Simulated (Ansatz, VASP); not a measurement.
# One calculation of BN, two programs

```
B N
1.0
     2.50876    0.00000    0.00000
    -1.25438    2.17265    0.00000
     0.00000    0.00000   17.50000
B N
2 2
Direct
  0.00000 0.00000 0.25714
  0.00000 0.00000 0.47029
  0.66667 0.33333 0.25714
  0.66667 0.33333 0.47029
```

Alike in both runs: task single point; functional PBE; dispersion D3(BJ); k mesh 12 × 12 × 1; occupations gaussian, width 0.05 eV; no spin polarisation.

|  | VASP | Ansatz |
| --- | --- | --- |
| version | VASP 6.6.1 | Ansatz 0.2.0 |
| potentials or method | VASP PAW PBE potentials, release 64 (B, N) | scalar-relativistic, plane waves, PAW |
| plane-wave cutoff (eV) | 520 | 420 |
| valence electrons in the cell | 16 | 16 |

|  | VASP | Ansatz | Ansatz less VASP |
| --- | --- | --- | --- |
| gap on the k mesh at the Fermi level (eV) | 4.24 | 4.24 | +0.003 |
| least direct gap on the mesh (eV) | 4.24 | 4.24 | +0.003 |
| rms of the force components (eV/Å) | 0.006 | 0.006 | 0.0000 |

The functional is the same, so the differences come from potentials, cutoffs and numerics.
